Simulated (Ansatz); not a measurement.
## MgO, space group P6_3/mmc: an equation of state with a fit, step by step

With the Python package of Ansatz (0.2.0).

The cells in order, each with its output:

In [1]:
```python
import ansatz as az
import numpy as np
from scipy.optimize import curve_fit
```

In [2]:
```python
vectors0 = np.array([
    [3.486378, 0.0, 0.0],
    [-1.743189, 3.019292, 0.0],
    [0.0, 0.0, 4.178041],
])
sites = [
    ('Mg', [2 / 3, 1 / 3, 0.75]),
    ('Mg', [1 / 3, 2 / 3, 0.25]),
    ('O', [2 / 3, 1 / 3, 0.25]),
    ('O', [1 / 3, 2 / 3, 0.75]),
]
```

In [3]:
```python
def make_crystal(cell):
    crystal = az.Crystal(lattice=az.Lattice.of(cell))
    for symbol, position in sites:
        crystal = crystal.atom(symbol, position)
    return crystal
```

In [4]:
```python
def vinet(v, e0, v0, b0, b1):
    eta = (v / v0) ** (1 / 3)
    return e0 + 2 * b0 * v0 / (b1 - 1) ** 2 * (2 - (5 + 3 * b1 * (eta - 1) - 3 * eta) * np.exp(-1.5 * (b1 - 1) * (eta - 1)))
```

In [5]:
```python
# scale the volume, keep shape and fractions
volumes, energies, pressures = [], [], []
for scale in np.linspace(0.95, 1.07, 5):
    cell = vectors0 * scale ** (1 / 3)
    calc = (
        make_crystal(cell).calculation()
        .basis(530)
        .functional('r2scan')
        .occupations('fixed')
        .kpoints(6, 6, 6)
        .stress()
    )
    data = calc.run(threads=1).report
    volumes.append(abs(np.linalg.det(cell)) / len(sites))
    energies.append(data['free_energy_ev'] / len(sites))
    pressures.append(np.trace(data['stress_gpa']) / 3)
    print(f'V = {volumes[-1]:8.4f} A^3/atom  F = {energies[-1]:.5f} eV/atom  P = {pressures[-1]:8.3f} GPa')
```
```text
V =  10.4452 A^3/atom  F = -1249.09272 eV/atom  P =    7.953 GPa
V =  10.7750 A^3/atom  F = -1249.10387 eV/atom  P =    3.007 GPa
V =  11.1049 A^3/atom  F = -1249.10559 eV/atom  P =   -1.243 GPa
V =  11.4347 A^3/atom  F = -1249.09917 eV/atom  P =   -4.900 GPa
V =  11.7646 A^3/atom  F = -1249.08576 eV/atom  P =   -8.045 GPa
```

In [6]:
```python
guess = (min(energies), volumes[int(np.argmin(energies))], 0.5, 4.5)
(e0, v0, b0, b1), _ = curve_fit(vinet, np.array(volumes), np.array(energies), p0=guess, maxfev=20000)
print(f'Vinet fit: V0 = {v0:.4f} A^3/atom, B0 = {160.21766 * b0:.1f} GPa, B1 = {b1:.2f}')
print('largest residual', round(1000 * float(np.abs(vinet(np.array(volumes), e0, v0, b0, b1) - energies).max()), 3), 'meV/atom')
```
```text
Vinet fit: V0 = 11.0035 A^3/atom, B0 = 137.6 GPa, B1 = 3.97
largest residual 0.004 meV/atom
```

A third-order Birch-Murnaghan fit through the 5 points has its minimum at 11.00 Å³ an atom, 0.1 % above the typed cell, with a bulk modulus of 138 GPa and dB/dP = 4.0. From that minimum the energy rises by 13.3 meV an atom on the compressed side and 20.2 meV on the expanded side.

What to keep in mind:
- Absolute energies stand on the zero of these potentials, so only differences at equal settings mean something.
- Shape and fractional positions are held along the curve, so the bulk modulus is an upper value where they are free to relax.
- Pressure is positive in compression.
- The structure comes from a database of computed cells and needn't be a stable or known phase.
- Finished in 16 s on 1 thread of Arm Neoverse V2, on a shared host, peak memory 0.53 GiB.
